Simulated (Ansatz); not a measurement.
# BeH2: the cost of one run

Method: DFT PBE, scalar-relativistic, plane waves, PAW, in Ansatz 0.2.0.

1 further run of the same task is left out (it didn't finish).

## (1) The structure to begin with

The structure is hexagonal, space group P6_422 (No. 181). The conventional cell has a = 4.377 Å, b = 4.377 Å, c = 4.719 Å, α = 90.00°, β = 90.00°, γ = 120.00°. Be (site symmetry 222) has 4 H at 1.42 Å as nearest neighbours. Around H (site symmetry 2) lie 2 Be at 1.42 Å.

Coordinates:

```
Be H
1.0
     4.37686    0.00000    0.00000
    -2.18843    3.79047    0.00000
     0.00000    0.00000    4.71852
Be H
3 6
Direct
  0.00000 0.50000 0.33333
  0.50000 0.50000 0.66667
  0.50000 0.00000 0.00000
  0.80776 0.61553 0.50000
  0.19224 0.38447 0.50000
  0.80776 0.19224 0.16667
  0.19224 0.80776 0.16667
  0.38447 0.19224 0.83333
  0.61553 0.80776 0.83333
```

The start is the relaxed end of an invented cell (made as: 4-connected net, bridging atoms on its edges, bridges bent (P6_422, No. 181)), taken up again for a closer look.

## (2) A first look at the guess

Contents of input.yaml:

```yaml
crystal:
  lattice:
    - [4.3768557, 0.0, 0.0]
    - [-2.1884279, 3.7904682, 0.0]
    - [0.0, 0.0, 4.7185229]
  atoms:
    - { symbol: Be, position: [0.0, 0.5, 0.3333333] }
    - { symbol: Be, position: [0.5, 0.5, 0.6666667] }
    - { symbol: Be, position: [0.5, 0.0, 0.0] }
    - { symbol: H, position: [0.807763, 0.615526, 0.5] }
    - { symbol: H, position: [0.192237, 0.384474, 0.5] }
    - { symbol: H, position: [0.807763, 0.192237, 0.1666667] }
    - { symbol: H, position: [0.192237, 0.807763, 0.1666667] }
    - { symbol: H, position: [0.384474, 0.192237, 0.8333333] }
    - { symbol: H, position: [0.615526, 0.807763, 0.8333333] }
basis:
  ecutwfc: 420
kpoints:
  mp_grid: { grid: [6, 6, 4] }
hamiltonian:
  xc: pbe
scf:
  occupations: { method: gaussian, width: 0.1 }
  lower_state_search: "off"
output:
  forces: true
  stress: true
  eigenvalues: true
```

Launch:

```bash
ansatz run input.yaml --threads 4 --pin off --max-ram 8192MiB --backend cpu --events-out ev --progress --plain --runs-dir out
```

**Question.** How long does this run take on 4 threads of Arm Neoverse V1, shared host, and how much memory does it need?

About 1.6 s, with a peak of 0.34 GiB.
